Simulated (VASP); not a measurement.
# ZnS (Wurtzite-2H) (P6_3mc) in VASP: further runs, part 2 of 2

VASP 6.6.1. The steps go on from the part before.

## (5) Single point, HSE06

The input, POSCAR:

```
ZnS
1.0
    3.8110000000      0.0000000000      0.0000000000
   -1.9055000000      3.3004228138      0.0000000000
    0.0000000000      0.0000000000      6.2340000000
Zn S
2 2
Direct
    0.6666666667      0.3333333333      0.5000000000
    0.3333333333      0.6666666667      0.0000000000
    0.6666666667      0.3333333333      0.8850000000
    0.3333333333      0.6666666667      0.3850000000
```

The input, INCAR.step1:

```
PREC = Accurate
ENCUT = 350
EDIFF = 1E-5
ISMEAR = 0
SIGMA = 0.01
LREAL = F
LASPH = T
NELM = 100
ALGO = Normal
ISIF = 2
LWAVE = T
LCHARG = F
NKRED = 1
NBANDS = 26
GGA = PE
```

The input, INCAR.step2:

```
PREC = Accurate
ENCUT = 350
EDIFF = 1E-6
ISMEAR = 0
SIGMA = 0.01
LREAL = F
LASPH = T
NELM = 100
ALGO = Normal
ISIF = 2
LWAVE = F
LCHARG = F
GGA = PE
LHFCALC = T
HFSCREEN = 0.2
PRECFOCK = Accurate
NKRED = 1
NBANDS = 26
ISTART = 1
```

The input, KPOINTS:

```
regular mesh
0
Gamma
  4 4 3
```

Potentials or basis: VASP PAW PBE potentials, release 64 (Zn, S).

Command:

```console
cat potpaw_PBE.64/Zn/POTCAR potpaw_PBE.64/S/POTCAR > POTCAR
cp INCAR.step1 INCAR
mpirun -np 1 vasp_std > vasp.out
cp INCAR.step2 INCAR
mpirun -np 1 vasp_std > vasp.out
```

OUTCAR:

```text
PREC = Accurate
   ENCUT = 350
   EDIFF = 1E-6
   ISMEAR = 0
   LREAL = F
   LASPH = T
   NELM = 100
   ISIF = 2
   GGA = PE
   LHFCALC = T
   HFSCREEN = 0.2
   PRECFOCK = Accurate
   NKRED = 1
   ISTART = 1

 Found      8 irreducible k-points:

 Following reciprocal coordinates:
            Coordinates               Weight
  0.000000  0.000000  0.000000      1.000000
  0.250000  0.000000  0.000000      6.000000
  0.500000  0.000000  0.000000      3.000000
  0.250000  0.250000  0.000000      6.000000
  0.000000  0.000000  0.333333      2.000000
  0.250000  0.000000  0.333333     12.000000
   k-points           NKPTS =      8   k-points in BZ     NKDIM =     48   number of bands    NBANDS=     26
   number of dos      NEDOS =    301   number of ions     NIONS =      4
   total plane-waves  NPLWV =  23040
   dimension x,y,z NGX =    24 NGY =   24 NGZ =   40
   dimension x,y,z NGXF=    48 NGYF=   48 NGZF=   80
   ions per type =               2   2
   NGX,Y,Z   is equivalent  to a cutoff of  10.47, 10.47, 10.67 a.u.
   NGXF,Y,Z  is equivalent  to a cutoff of  20.94, 20.94, 21.33 a.u.
 SYSTEM =  unknown system
[... 65 lines left out ...]

 E-fermi :   1.5069     XC(G=0):  -7.9722

 val. band max:        1.4565033940   @ k =   0.0000   0.0000   0.0000
 cond. band min:       4.9315989802   @ k =   0.0000   0.0000   0.0000
 fundamental gap:      3.4750955862
 Fermi energy:         1.5068695515

 k-point     1 :       0.0000    0.0000    0.0000
  band No.  band energies     occupation
      1     -12.9475      2.00000
      2     -11.9615      2.00000
      3      -6.4298      2.00000
      4      -6.4298      2.00000
      5      -6.3767      2.00000
      6      -6.3659      2.00000
[... 163 lines left out ...]
     25      11.0093      0.00000
     26      11.5566      0.00000

 [... further k-points ...]

------------------------ aborting loop because EDIFF is reached ----------------------------------------

  FORCE on cell =-STRESS in cart. coord.  units (eV):
  Direction    XX          YY          ZZ          XY          YZ          ZX
  --------------------------------------------------------------------------------------
  -------------------------------------------------------------------------------------
  Total        1.1743155      1.1743155     -0.0744061      0.0000000      0.0000000      0.0000000
  in kB       23.9949606     23.9949606     -1.5203511      0.0000000      0.0000000      0.0000000
  external PRESSURE =      15.4898567 kB  Pullay stress =       0.0000000 kB

 VOLUME and BASIS-vectors are now :
 -----------------------------------------------------------------------------
  energy-cutoff  :      350.00
  volume of cell :       78.41
      direct lattice vectors                 reciprocal lattice vectors
     3.811000000  0.000000000  0.000000000     0.262398321  0.151495741  0.000000000
    -1.905500000  3.300422814  0.000000000     0.000000000  0.302991482  0.000000000
     0.000000000  0.000000000  6.234000000     0.000000000  0.000000000  0.160410651

 POSITION                                       TOTAL-FORCE (eV/Angst)
 -----------------------------------------------------------------------------------
      1.90550      1.10014      3.11700        -0.000000      0.000000      0.335502
     -0.00000      2.20028      0.00000         0.000000     -0.000000      0.335502
      1.90550      1.10014      5.51709        -0.000000     -0.000000     -0.335502
     -0.00000      2.20028      2.40009         0.000000     -0.000000     -0.335502
 -----------------------------------------------------------------------------------
    total drift:                               -0.000000     -0.000001     -0.002223

  FREE ENERGIE OF THE ION-ELECTRON SYSTEM (eV)
  ---------------------------------------------------
  free  energy   TOTEN  =       -16.7044960822 eV

  energy  without entropy=      -16.7044960822  energy(sigma->0) =      -16.70449608
```

Run time: 17 min. Hardware: 1 thread of Intel Xeon 6975P-C (Granite Rapids), shared host; peak memory 0.27 GiB.

The run converged, but some of its settings lie outside the range that counts as converged, so its numbers aren't taken as properties of the crystal.

Results:

| Item | Value |
| --- | --- |
| Free energy | -16.7045 eV |
| Pressure | 1.5 GPa |
| Largest force | 0.336 eV/Å |
| Band gap on the k mesh | 3.48 eV, direct |

Caveat: the k mesh is coarse (spacing up to 0.48 Å⁻¹), so the values aren't converged, least of all with exact exchange; the PAW data sets were made with another functional, which shifts forces and pressure a little.

## (6) Single point, HSE06

POSCAR is that of step 5.

Changes to INCAR.step1 since step 5:

```diff
@@ -1,3 +1,3 @@
 PREC = Accurate
-ENCUT = 350
+ENCUT = 300
 EDIFF = 1E-5
```

Changes to INCAR.step2 since step 5:

```diff
@@ -1,3 +1,3 @@
 PREC = Accurate
-ENCUT = 350
+ENCUT = 300
 EDIFF = 1E-6
@@ -15,3 +15,3 @@
 HFSCREEN = 0.2
-PRECFOCK = Accurate
+PRECFOCK = Fast
 NKRED = 1
```

The input, KPOINTS:

```
regular mesh
0
Gamma
  5 5 3
```

Potentials or basis: VASP PAW PBE potentials, release 64 (Zn, S).

Command:

```console
cat potpaw_PBE.64/Zn/POTCAR potpaw_PBE.64/S/POTCAR > POTCAR
cp INCAR.step1 INCAR
mpirun -np 1 vasp_std > vasp.out
cp INCAR.step2 INCAR
mpirun -np 1 vasp_std > vasp.out
```

OUTCAR:

```text
PREC = Accurate
   ENCUT = 300
   EDIFF = 1E-6
   ISMEAR = 0
   LREAL = F
   LASPH = T
   NELM = 100
   ISIF = 2
   GGA = PE
   LHFCALC = T
   HFSCREEN = 0.2
   PRECFOCK = Fast
   NKRED = 1
   ISTART = 1

 Found     10 irreducible k-points:

 Following reciprocal coordinates:
            Coordinates               Weight
  0.000000  0.000000  0.000000      1.000000
  0.200000  0.000000  0.000000      6.000000
  0.400000  0.000000  0.000000      6.000000
  0.200000  0.200000  0.000000      6.000000
  0.400000  0.200000  0.000000      6.000000
  0.000000  0.000000  0.333333      2.000000
   k-points           NKPTS =     10   k-points in BZ     NKDIM =     75   number of bands    NBANDS=     26
   number of dos      NEDOS =    301   number of ions     NIONS =      4
   total plane-waves  NPLWV =  20736
   dimension x,y,z NGX =    24 NGY =   24 NGZ =   36
   dimension x,y,z NGXF=    48 NGYF=   48 NGZF=   72
   ions per type =               2   2
   NGX,Y,Z   is equivalent  to a cutoff of  10.47, 10.47,  9.60 a.u.
   NGXF,Y,Z  is equivalent  to a cutoff of  20.94, 20.94, 19.20 a.u.
 SYSTEM =  unknown system
   PREC   = accura    normal or accurate (medium, high low for compatibility)
   ISTART =      1    job   : 0-new  1-cont  2-samecut
   ICHARG =      0    charge: 1-file 2-atom 10-const
   ISPIN  =      1    spin polarized calculation?
   LNONCOLLINEAR =      F non collinear calculations
   LSORBIT =      F    spin-orbit coupling
   LASPH  =      T    aspherical Exc in radial PAW
   ENCUT  =  300.0 eV  22.05 Ry    4.70 a.u.   5.38  5.38  8.80*2*pi/ulx,y,z
   NELM   =    100;   NELMIN=  2; NELMDL=  0     # of ELM steps
   EDIFF  = 0.1E-05   stopping-criterion for ELM
   LREAL  =      F    real-space projection
   EDIFFG = 0.1E-04   stopping-criterion for IOM
   NSW    =      0    number of steps for IOM
   IBRION =     -1    ionic relax: 0-MD 1-quasi-New 2-CG
   NFREE  =      0    steps in history (QN), initial steepest desc. (CG)
   ISIF   =      2    stress and relaxation
   ISYM   =      3    0-nonsym 1-usesym 2-fastsym
   POTIM  = 0.5000    time-step for ionic-motion
   TEBEG  =    0.0;   TEEND  =   0.0 temperature during run
   PSTRESS=    0.0 pullay stress
   NELECT =      36.0000    total number of electrons
   NUPDOWN=      -1.0000    fix difference up-down
   EMIN   =  10.00;   EMAX   =-10.00  energy-range for DOS
   EFERMI =   0.00;   METHOD = LEGACY
   ISMEAR =     0;   SIGMA  =   0.01  broadening in eV -4-tet -1-fermi 0-gaus
   EFERMI_NEDOS =   21; number of points for ismear=-14 and -15
   IALGO  =     38    algorithm
   IMIX   =      1    mixing-type and parameters
     AMIX     =   0.40;   BMIX     =  1.00
     AMIX_MAG =   1.60;   BMIX_MAG =  1.00
  volume/ion in A,a.u.               =      19.60       132.29
  Fermi-wavevector in a.u.,A,eV,Ry     =   1.262943  2.386617 21.701647  1.595026
  Thomas-Fermi vector in A             =   2.396326
   LORBIT       =      0    0 simple, 1 ext, 2 COOP (PROOUT), +10 PAW based schemes
   GGA     = PE    functional components
   LHFCALC =     T    Hartree Fock is set to
   PRECFOCK=fast      Normal, Fast or Accurate (Low or Medium for compatibility)
   ENCUT4O =  -1.0   cutoff for four orbital integrals eV
   NKREDX  =     1    reduce k-point grid by
   NKREDY  =     1    reduce k-point grid by
   NKREDZ  =     1    reduce k-point grid by
   AEXX    =    0.2500 exact exchange contribution
   HFSCREEN=    0.2000 screening length (either q_TF or 0.3 A-1)
   HFSCREENC=   0.2000 screening length for correlation (either q_TF or 0.3 A-1)
   ENCUTFOCK=  -1.0 apply spherical cutoff to Coloumb kernel
   IVDW    =     0    specifies the selected vdW correction
   LEPSILON=     F    determine dielectric tensor
   LRPA    =     F    only Hartree local field effects (RPA)
 non-spin polarized calculation
 Gauss-broadening in eV      SIGMA  =   0.01
  energy-cutoff  :      300.00
  volume of cell :       78.41
 maximum number of plane-waves:       941
 NGX is ok and might be reduce to    24
  NGX = 12; NGY = 12; NGZ = 20

 number of electron      35.9999890 magnetization

 Free energy of the ion-electron system (eV)
  ---------------------------------------------------
  ext. energy  EPLUGINS =         0.00000000
  ---------------------------------------------------
  free energy    TOTEN  =       -16.72241397 eV

  energy without entropy =      -16.72241397  energy(sigma->0) =      -16.72241397

 E-fermi :   1.5262     XC(G=0):  -7.9756

 val. band max:        1.4497347627   @ k =   0.0000   0.0000   0.0000
 cond. band min:       4.9202945927   @ k =   0.0000   0.0000   0.0000
 fundamental gap:      3.4705598300
 Fermi energy:         1.5261929984

 k-point     1 :       0.0000    0.0000    0.0000
  band No.  band energies     occupation
      1     -12.9570      2.00000
      2     -11.9715      2.00000
      3      -6.4203      2.00000
      4      -6.4199      2.00000
      5      -6.3662      2.00000
      6      -6.3566      2.00000
[... 18 lines left out ...]
     25      10.4386      0.00000
     26      12.1776      0.00000

 k-point     2 :       0.2000    0.0000    0.0000
  band No.  band energies     occupation
      1     -12.6759      2.00000
      2     -11.8215      2.00000
      3      -6.3977      2.00000
      4      -6.3662      2.00000
      5      -6.3282      2.00000
      6      -6.2892      2.00000
[... 18 lines left out ...]
     25      10.7895      0.00000
     26      11.6748      0.00000

 k-point     3 :       0.4000    0.0000    0.0000
  band No.  band energies     occupation
      1     -12.0966      2.00000
      2     -11.6269      2.00000
      3      -6.3427      2.00000
      4      -6.2987      2.00000
      5      -6.1772      2.00000
      6      -6.1645      2.00000
[... 18 lines left out ...]
     25      11.6985      0.00000
     26      13.6217      0.00000

 k-point     4 :       0.2000    0.2000    0.0000
  band No.  band energies     occupation
      1     -12.2331      2.00000
      2     -11.6508      2.00000
      3      -6.3356      2.00000
      4      -6.2989      2.00000
      5      -6.2178      2.00000
      6      -6.2058      2.00000
[... 18 lines left out ...]
     25      11.6076      0.00000
     26      11.8627      0.00000

 k-point     5 :       0.4000    0.2000    0.0000
  band No.  band energies     occupation
      1     -11.8441      2.00000
      2     -11.6296      2.00000
      3      -6.3342      2.00000
      4      -6.2458      2.00000
      5      -6.1413      2.00000
      6      -6.1133      2.00000
[... 18 lines left out ...]
     25      12.2151      0.00000
     26      13.1203      0.00000

 k-point     6 :       0.0000    0.0000    0.3333
  band No.  band energies     occupation
      1     -12.7374      2.00000
      2     -12.2478      2.00000
      3      -6.4088      2.00000
      4      -6.4084      2.00000
      5      -6.3770      2.00000
      6      -6.3767      2.00000
[... 18 lines left out ...]
     25       9.8639      0.00000
     26      10.6953      0.00000

 [... further k-points ...]

------------------------ aborting loop because EDIFF is reached ----------------------------------------

  FORCE on cell =-STRESS in cart. coord.  units (eV):
  Direction    XX          YY          ZZ          XY          YZ          ZX
  --------------------------------------------------------------------------------------
  -------------------------------------------------------------------------------------
  Total        1.0294847      1.0294847      0.0198048      0.0000000      0.0000000      0.0000000
  in kB       21.0356123     21.0356123      0.4046741      0.0000000      0.0000000      0.0000000
  external PRESSURE =      14.1586329 kB  Pullay stress =       0.0000000 kB

 VOLUME and BASIS-vectors are now :
 -----------------------------------------------------------------------------
  energy-cutoff  :      300.00
  volume of cell :       78.41
      direct lattice vectors                 reciprocal lattice vectors
     3.811000000  0.000000000  0.000000000     0.262398321  0.151495741  0.000000000
    -1.905500000  3.300422814  0.000000000     0.000000000  0.302991482  0.000000000
     0.000000000  0.000000000  6.234000000     0.000000000  0.000000000  0.160410651

 POSITION                                       TOTAL-FORCE (eV/Angst)
 -----------------------------------------------------------------------------------
      1.90550      1.10014      3.11700        -0.000000      0.000000      0.326936
     -0.00000      2.20028      0.00000         0.000000     -0.000000      0.326936
      1.90550      1.10014      5.51709        -0.000000      0.000000     -0.326936
     -0.00000      2.20028      2.40009        -0.000000      0.000000     -0.326936
 -----------------------------------------------------------------------------------
    total drift:                                0.000000      0.000000     -0.003791

  FREE ENERGIE OF THE ION-ELECTRON SYSTEM (eV)
  ---------------------------------------------------
  free  energy   TOTEN  =       -16.7224139730 eV

  energy  without entropy=      -16.7224139730  energy(sigma->0) =      -16.72241397
```

Run time: 4.6 min. Hardware: 1 thread of Intel Xeon 6975P-C (Granite Rapids), shared host; peak memory 0.26 GiB.

These settings aren't checked as converged: the numbers below hold their error.

Results:

```
Free energy            : -16.7224 eV
Largest force          : 0.327 eV/Å
Band gap on the k mesh : 3.47 eV, direct
```

Caveat: the cutoff is under 1.25 times the usual one of these potentials, so pressure, stress and relaxed cells hold a basis-set (Pulay) error; the PAW data sets were made with another functional, which shifts forces and pressure a little.
